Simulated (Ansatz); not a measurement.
Calculated field gradients at the nuclei for TaN under strain

The cell is an entry of the Crystallography Open Database (COD), relaxed with PBE at fixed cell and then changed (z stretched by 3 %, ions relaxed).

```yaml
crystal:
  lattice:
    - [2.93800, 0.00000, 0.00000]
    - [-1.46900, 2.54438, 0.00000]
    - [0.00000, 0.00000, 2.96949]
  atoms:
    - { symbol: Ta, position: [0.33333, 0.66667, 0.50000] }
    - { symbol: N, position: [0.00000, 0.00000, 0.00000] }
```

Sites (sets of like atoms) are named by element and the number of their first atom in this list.

The numbers come from a DFT calculation in Ansatz (PBE, plane waves and PAW, scalar-relativistic, collinear spin, 420 eV cutoff, Γ-centred 18×18×16 k-points, Fermi–Dirac smearing 0.05 eV). Start moments as typed (μB): 2 on each Ta, none on the rest.

C_Q = eQV_zz/h, which is 24.18 MHz for Q = 1 b and V_zz = 10²¹ V/m²; η = (V_xx − V_yy)/V_zz.

Ta-181: I = 7/2, Q = 3170 mb; ¹⁴N: I = 1, Q = 20.44 mb. Q values from Pyykkö, Mol. Phys. 116, 1328 (2018).

```tsv
site	atoms (order as listed)	first shell	V_zz (10²¹ V/m²)	η	C_Q (MHz)
Ta	1	6 N at 2.25 Å	7.68	0.00	589
N	2	6 Ta at 2.25 Å	0.67	0.00	0.333
```

An axis of threefold or higher order runs through Ta and N, so V_zz lies along it and η is zero.

With no gap above 0.1 eV, as in a metal, the gradients converge slowly in k; expect changes of a tenth or more on a denser mesh. Without spin–orbit coupling the gradients at and beside Ta can be off by some per cent, at some sites by more. With these PAW files V_zz is typically within 2 to 3 % of all-electron values, but misses above 10 % occur on Ta. Semilocal functionals make gaps too small and can close them, so the real compound need not be a metal. At this changed cell the PBE pressure is -6 GPa. The start moments die out, and the run ends without spin.

The relaxation (1 step) took 25 s of wall time (23 s of CPU time) and 0.6 GiB at its peak, on 1 thread of Intel Xeon 6975P-C (Granite Rapids) (x86_64; 16 cores open to the job, memory cap 3.0 GiB, no GPU), a shared host with a load of 1.3 a core.
